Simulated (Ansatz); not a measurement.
# CdTe: pressure up to the limit of the methods

The task here is to estimate one member of a computed series from the others.

Computed with Ansatz 0.2.0 (DFT, PBEsol, PAW with Ansatz's default frozen-core files, scalar-relativistic, unless a step's input says otherwise).

## The structure to begin with

It takes space group F-43m (No. 216, cubic). The conventional cell has a = 6.214 Å, b = 6.214 Å, c = 6.214 Å, α = 90.00°, β = 90.00°, γ = 90.00°. Cd (site symmetry -43m) is surrounded by 4 Te at 2.69 Å. Te (site symmetry -43m) is surrounded by 4 Cd at 2.69 Å.

As a file:

```xyz
2
Lattice="0.0000 3.1072 3.1072 3.1072 0.0000 3.1072 3.1072 3.1072 0.0000" Properties=species:S:1:pos:R:3 pbc="T T T"
Cd    0.0000    0.0000    0.0000
Te    1.5536    1.5536    1.5536
```

Whether this phase is the stable one at these pressures isn't tested.

Atoms are numbered in the order of the input: Cd1, Te2.

Set-up of the first run:

input.yaml reads:

```yaml
crystal:
  lattice:
    - [0.0, 3.107232506, 3.107232506]
    - [3.107232506, 0.0, 3.107232506]
    - [3.107232506, 3.107232506, 0.0]
  atoms:
    - { symbol: Cd, position: [0.0, 0.0, 0.0] }
    - { symbol: Te, position: [0.25, 0.25, 0.25] }
kpoints:
  mp_grid: { grid: [12, 12, 12] }
scf:
  occupations: { method: fermi_dirac, width: 0.05 }
hamiltonian:
  xc: pbesol
  pseudopotentials: { kind: paw }
output:
  forces: true
  stress: true
relax:
  f_tol: 0.005
  max_steps: 40
  cell: {}
```

Launch:

```sh
$ ansatz run input.yaml --threads 1 --pin off --max-ram 2048MiB --backend cpu --events-out ev --progress --plain --runs-dir out
```

Among the steps run: Cell relaxed at zero pressure, PAW; Volume scaled by 1, PAW; Volume scaled by 0.94, PAW; Volume scaled by 0.94, PAW (cutoff 800 eV); Volume scaled by 0.88, PAW; Volume scaled by 0.8, PAW; Volume scaled by 0.72, PAW; Volume scaled by 0.64, PAW; Volume scaled by 0.55, PAW; Volume scaled by 0.55, PAW (partial_waves polarizable).

One table of the session follows, with a row left open; its other results are not shown here.

```
                         method  volume over the first  volume (Å³/atom)  pressure (GPa)  gap on the k mesh (eV)
                            PAW                      1            34.173           -0.02                    0.65
                            PAW                   0.94            32.122            2.94                    0.83
                            PAW                   0.88            30.072            7.15                    1.03
                            PAW                    0.8                 ?               ?                       ?
                            PAW                   0.72            24.604           29.75                    1.59
                            PAW                   0.64            21.870           53.61                    1.17
                            PAW                   0.55            18.795          103.14                    0.56
            PAW (cutoff 800 eV)                   0.94            32.122            2.94                    0.83
PAW (partial_waves polarizable)                   0.55            18.795          103.13                    0.56
```

Q: Estimate the row for PAW, 0.8 from the others.

The run gave: volume (Å³/atom): 27.338; pressure (GPa): 15.69; gap on the k mesh (eV): 1.32. In the column «volume (Å³/atom)» it lies between PAW, 0.72 (24.604) and PAW, 0.88 (30.072).
